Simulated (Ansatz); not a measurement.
## Fe2Ni: which magnetic state is lowest?

Level of theory: DFT r2SCAN, scalar-relativistic, plane waves, PAW (Ansatz 0.2.0).

```
Fe Ni
1.0
     0.00000    3.26414    3.26414
     3.26414    0.00000    3.26414
     3.26414    3.26414    0.00000
Fe Ni
4 2
Direct
  0.12500 0.12500 0.62500
  0.12500 0.62500 0.12500
  0.62500 0.12500 0.12500
  0.12500 0.12500 0.12500
  0.75000 0.75000 0.75000
  0.50000 0.50000 0.50000
```

```
plane-wave cutoff                               : 500 eV
Γ-centred k-mesh                                : 10×10×10
occupation rule                                 : Gaussian smearing, 0.1 eV
list of starting moments (μB, in atom order)    : 4 4 4 4 2 2
check for lower electronic states after the SCF : off
```

All runs keep this geometry, which isn't relaxed for the lowest state (largest force there 0.000 eV/Å, pressure 5.9 GPa) and needn't be a stable compound; relaxing each order would shift the differences by some 60 meV/atom, going by the pressures and a bulk modulus of about 150 GPa. r2SCAN tends to overstate moments in metals, so a weak moment here may be absent in the real material. Site moments are spin moments in atom-centred spheres that scale with the neighbour distance. The states are those that the runs reached from these starts; a lower one can exist. No antiferromagnetic start is among these.

```csv
start,ends,energy above lowest (meV/atom),site moments (μB),gap on mesh (eV),P (GPa)
no spin,non-magnetic,727,none over 0.05,metal,-17.2
ferromagnetic,ferromagnetic,0.00,"Fe +2.70 (×4), Ni +0.85 (×2)",metal,5.9
```

Cost: 2 runs of about 3.2 core-minutes in all, on Arm Neoverse V1 (shared hosts).